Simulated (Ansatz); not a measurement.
# ScAl: relaxation and properties

The task here is to estimate one member of a computed series from the others.

Method: DFT r2SCAN, scalar-relativistic, plane waves, PAW, in Ansatz 0.2.0.

## The structure to begin with

Symmetry: Pm-3m, No. 221, cubic system. The conventional cell has a = 3.370 Å, b = 3.370 Å, c = 3.370 Å, α = 90.00°, β = 90.00°, γ = 90.00°. Sc (site symmetry m-3m) is surrounded by 8 Al at 2.92 Å. Around Al (site symmetry m-3m) lie 8 Sc at 2.92 Å.

Structure file:

```cif
data_structure
_symmetry_space_group_name_H-M 'P 1'
_symmetry_Int_Tables_number 1
_cell_length_a 3.3703
_cell_length_b 3.3703
_cell_length_c 3.3703
_cell_angle_alpha 90.000
_cell_angle_beta 90.000
_cell_angle_gamma 90.000
_cell_volume 38.28
loop_
_atom_site_label
_atom_site_type_symbol
_atom_site_fract_x
_atom_site_fract_y
_atom_site_fract_z
_atom_site_occupancy
Sc1 Sc 0.50000 0.50000 0.50000 1
Al1 Al 0.00000 0.00000 0.00000 1
```

Source of the structure: the Materials Project (structure only).

Set-up of the first run:

(A quick probe on a coarse mesh, which set the mesh and smearing, is not shown.)

The input, input.yaml:

```yaml
crystal:
  lattice:
    - [3.37034897, 0.0, 0.0]
    - [0.0, 3.37034897, 0.0]
    - [0.0, 0.0, 3.37034897]
  atoms:
    - { symbol: Sc, position: [0.5, 0.5, 0.5] }
    - { symbol: Al, position: [0.0, 0.0, 0.0] }
basis:
  ecutwfc: 500
kpoints:
  mp_grid: { grid: [12, 12, 12] }
hamiltonian:
  xc: r2scan
scf:
  occupations: { method: gaussian, width: 0.1 }
output:
  forces: true
  stress: true
  eigenvalues: true
  write_density: true
  write_potential: true
  elf: true
  volumetric_format: npy
relax:
  adjacent_minimum: "off"
  f_tol: 0.005
  max_steps: 80
  cell: { stress_tol: 0.05 }
```

Run with:

```console
$ ansatz run input.yaml --threads 1 --pin off --max-ram 2560MiB --backend cpu --events-out ev --progress --plain --runs-dir out
```

Among the steps run: Relaxing cell and atoms; Static run: bands, density of states and charges; The cell as listed, for comparison; Volume × 0.97; The cell scaled to 1.03 of its volume; Point at V/V0 = 0.94; Point at V/V0 = 1.06; Point at V/V0 = 0.91; Volume × 1.10; Volume × 0.88.

One table of the session follows, with a row left open; its other results are not shown here.

It belongs to the step «Energy against volume». 

| volume (Å³/atom) | energy above the lowest point (meV/atom) | pressure (GPa) |
| --- | --- | --- |
| 16.826 | 87.6 | 13.53 |
| 17.400 | ? | ? |
| 17.974 | 19.8 | 5.80 |
| 18.547 | 4.8 | 2.72 |
| 19.121 | 0.0 | 0.04 |
| 19.695 | 4.2 | -2.24 |
| 20.268 | 15.8 | -4.17 |
| 21.033 | 41.2 | -6.40 |

Estimate the missing values for volume (Å³/atom) = 17.400.

Worked estimate for «energy above the lowest point (meV/atom)». A straight line through the neighbours (16.826, 87.6) and (17.974, 19.8) gives 87.6 + (19.8 − 87.6) × (17.400 − 16.826) / (17.974 − 16.826) = 53.7; a parabola fitted to 3 rows on both sides gives 47.4.

As computed: energy above the lowest point (meV/atom): 46.8; pressure (GPa): 9.38. In «energy above the lowest point (meV/atom)» the line misses by +6.9 and the parabola by +0.6.
